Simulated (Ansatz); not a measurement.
# NbN (rocksalt type): the cost of one run

Program: Ansatz 0.2.0. Level of theory: DFT LDA, with the methods named in each step. These are calculated values, not measurements.

### 1 The system as given

Symmetry: Fm-3m, No. 225, cubic system. The conventional cell has a = 4.309 Å, b = 4.309 Å, c = 4.309 Å, α = 90.00°, β = 90.00°, γ = 90.00°. Around Nb (site symmetry m-3m) lie 6 N at 2.15 Å. Around N (site symmetry m-3m) lie 6 Nb at 2.15 Å.

As a file:

```xyz
2
Lattice="0.0000 2.1544 2.1544 2.1544 0.0000 2.1544 2.1544 2.1544 0.0000" Properties=species:S:1:pos:R:3 pbc="T T T"
Nb    0.0000    0.0000    0.0000
N     2.1544    2.1544    2.1544
```

Whether this phase is the stable one at these pressures isn't tested.

Atoms are numbered in the order of the input: Nb1, N2.

### 2 Cell relaxed at zero pressure, PAW

The input, input.yaml:

```yaml
crystal:
  lattice:
    - [0.0, 2.15443469, 2.15443469]
    - [2.15443469, 0.0, 2.15443469]
    - [2.15443469, 2.15443469, 0.0]
  atoms:
    - { symbol: Nb, position: [0.0, 0.0, 0.0] }
    - { symbol: "N", position: [0.5, 0.5, 0.5] }
kpoints:
  mp_grid: { grid: [17, 17, 17] }
scf:
  occupations: { method: fermi_dirac, width: 0.1 }
hamiltonian:
  xc: lda
  pseudopotentials: { kind: paw }
output:
  forces: true
  stress: true
relax:
  f_tol: 0.005
  max_steps: 40
  cell: {}
```

Launch:

```bash
$ ansatz run input.yaml --threads 1 --pin off --max-ram 2048MiB --backend cpu --events-out ev --progress --plain --runs-dir out
```

What time and memory should one allow on 1 thread of Arm Neoverse V2, shared host?

About 17 s, with a peak of 0.34 GiB.
